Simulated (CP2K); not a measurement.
Nb:

```
Nb
1.0
     2.99106    0.00000    0.00000
     1.49553    2.59034    0.00000
     1.49553    0.86345    2.44219
Nb
1
Cartesian
  0.0000 0.0000 0.0000
```

This isn't the form of Nb at room conditions, which is bcc.

Base run:

* Program: CP2K 2026.2
* Functional: LDA
* Potentials or basis: POTENTIAL_UZH Nb GTH-PBE-q13; TZVP-MOLOPT-PBE-GTH basis
* Density cutoff: 9184 eV
* k mesh: 11 × 11 × 11
* Occupations: fermi-dirac, width 0.05 eV
* Spin: no spin polarisation

Its results: band gap on the k mesh none (metal or under the smearing width); pressure -9.1 GPa.

Question: The run is repeated on the same cell with these changes: functional from LDA to vdW-DF2. What comes out?

Answer: Band gap on the k mesh none (metal or under the smearing width); pressure 8.8 GPa.

Caveats: the potentials were made for another functional, which shifts forces and pressure; the basis of atomic orbitals isn't converged, which shifts pressures, moduli and gaps.
